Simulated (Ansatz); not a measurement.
# Cd8I15: the cost of one run

Method: DFT PBE, plane waves, PAW, scalar-relativistic, no spin polarisation, in Ansatz 0.2.0.

## (1) Starting point

The cell holds 23 atoms (Cd8I15): a = 8.442 Å, b = 8.442 Å, c = 13.644 Å, α = 90.00°, β = 90.00°, γ = 60.00°.

The empty site lies at (-0.01, 4.88, 5.09) Å, and I10 starts at (-2.08, 6.07, 8.52) Å. All atoms were shaken by about 0.02 Å to break the symmetry.

Coordinates:

```xyz
23
Lattice="4.2210 7.3110 0.0000 -4.2210 7.3110 0.0000 0.0000 0.0000 13.6438" Properties=species:S:1:pos:R:3 pbc="T T T"
Cd   -0.0108    0.0347    0.0022
I     0.0276    2.4560    1.6811
Cd    0.0012   -0.0047    6.7681
I     0.0121    2.4425    8.5389
I     0.0069    4.8797   11.9669
Cd   -2.1082    3.6433   -0.0002
I    -2.1175    6.1200    1.7062
I    -2.1174    8.5383    5.0810
Cd   -2.0902    3.6814    6.8334
I    -2.0796    6.0692    8.5163
I    -2.1208    8.5180   11.9423
Cd    2.1504    3.6643   -0.0240
I     2.1240    6.0905    1.7052
I     2.1050    8.5435    5.0974
Cd    2.1292    3.6352    6.7792
I     2.1572    6.1039    8.5334
I     2.1332    8.5138   11.9089
Cd   -0.0159    7.3318   -0.0391
I    -0.0003    9.7601    1.6947
I     0.0011   12.2040    5.1393
Cd   -0.0017    7.2857    6.8058
I    -0.0130    9.7562    8.5392
I    -0.0018   12.1876   11.9234
```

## (2) The band

crystal.atoms is the first end and neb.final_atoms the second, which differs in I10 alone.

Contents of input.yaml:

```yaml
crystal:
  lattice:
    - [4.22103168, 7.31104134, 0.0]
    - [-4.221034, 7.31104267, 0.0]
    - [0.0, 0.0, 13.643764]
  atoms:
    - { symbol: Cd, position: [0.00109233, 0.00365717, 0.00016142] }
    - { symbol: I, position: [0.17123799, 0.16469478, 0.12321547] }
    - { symbol: Cd, position: [-0.00017847, -0.00045811, 0.49605833] }
    - { symbol: I, position: [0.16847689, 0.16560752, 0.62584907] }
    - { symbol: I, position: [0.33453767, 0.33290521, 0.87709821] }
    - { symbol: Cd, position: [-0.00056387, 0.49889129, -1.637e-05] }
    - { symbol: I, position: [0.16771565, 0.66936941, 0.12505521] }
    - { symbol: I, position: [0.33311535, 0.83475387, 0.37240774] }
    - { symbol: Cd, position: [0.00417079, 0.49936605, 0.50084217] }
    - { symbol: I, position: [0.1687252, 0.66141231, 0.62418981] }
    - { symbol: I, position: [0.33133385, 0.8337597, 0.87529558] }
    - { symbol: Cd, position: [0.50532114, -0.00412379, -0.00175852] }
    - { symbol: I, position: [0.66812672, 0.16493167, 0.12497966] }
    - { symbol: I, position: [0.83363659, 0.33494114, 0.37360322] }
    - { symbol: Cd, position: [0.50082466, -0.00359744, 0.49686876] }
    - { symbol: I, position: [0.67297473, 0.16191735, 0.62544523] }
    - { symbol: I, position: [0.83494842, 0.32956629, 0.87284906] }
    - { symbol: Cd, position: [0.49953821, 0.50330666, -0.00286515] }
    - { symbol: I, position: [0.66744849, 0.66752716, 0.12420934] }
    - { symbol: I, position: [0.83476151, 0.8344905, 0.37668068] }
    - { symbol: Cd, position: [0.49806634, 0.49846896, 0.49882362] }
    - { symbol: I, position: [0.66568053, 0.66876447, 0.6258691] }
    - { symbol: I, position: [0.83329304, 0.83372632, 0.87390769] }
kpoints:
  mp_grid: { grid: [2, 2, 1] }
magnetization:
  spin_polarized: false
scf:
  occupations: { method: fermi_dirac, width: 0.1 }
hamiltonian:
  pseudopotentials: { kind: paw }
  xc: pbe
basis:
  ecutwfc: 420
neb:
  images: 3
  relax_end_points: true
  climbing: true
  f_tol: 0.05
  max_iterations: 40
  order_check: false
  final_atoms:
    - { symbol: Cd, position: [0.00109233, 0.00365717, 0.00016142] }
    - { symbol: I, position: [0.17123799, 0.16469478, 0.12321547] }
    - { symbol: Cd, position: [-0.00017847, -0.00045811, 0.49605833] }
    - { symbol: I, position: [0.16847689, 0.16560752, 0.62584907] }
    - { symbol: I, position: [0.33453767, 0.33290521, 0.87709821] }
    - { symbol: Cd, position: [-0.00056387, 0.49889129, -1.637e-05] }
    - { symbol: I, position: [0.16771565, 0.66936941, 0.12505521] }
    - { symbol: I, position: [0.33311535, 0.83475387, 0.37240774] }
    - { symbol: Cd, position: [0.00417079, 0.49936605, 0.50084217] }
    - { symbol: I, position: [0.33282491, 0.33408677, 0.37316256] }
    - { symbol: I, position: [0.33133385, 0.8337597, 0.87529558] }
    - { symbol: Cd, position: [0.50532114, -0.00412379, -0.00175852] }
    - { symbol: I, position: [0.66812672, 0.16493167, 0.12497966] }
    - { symbol: I, position: [0.83363659, 0.33494114, 0.37360322] }
    - { symbol: Cd, position: [0.50082466, -0.00359744, 0.49686876] }
    - { symbol: I, position: [0.67297473, 0.16191735, 0.62544523] }
    - { symbol: I, position: [0.83494842, 0.32956629, 0.87284906] }
    - { symbol: Cd, position: [0.49953821, 0.50330666, -0.00286515] }
    - { symbol: I, position: [0.66744849, 0.66752716, 0.12420934] }
    - { symbol: I, position: [0.83476151, 0.8344905, 0.37668068] }
    - { symbol: Cd, position: [0.49806634, 0.49846896, 0.49882362] }
    - { symbol: I, position: [0.66568053, 0.66876447, 0.6258691] }
    - { symbol: I, position: [0.83329304, 0.83372632, 0.87390769] }
```

On the command line:

```
ansatz run input.yaml --threads 4 --pin off --max-ram 8192MiB --backend cpu --events-out ev --progress --plain --runs-dir out
```

What time and memory should one allow on 4 threads of Arm Neoverse V1, shared host?

About 15 min, with a peak of 4.8 GiB.
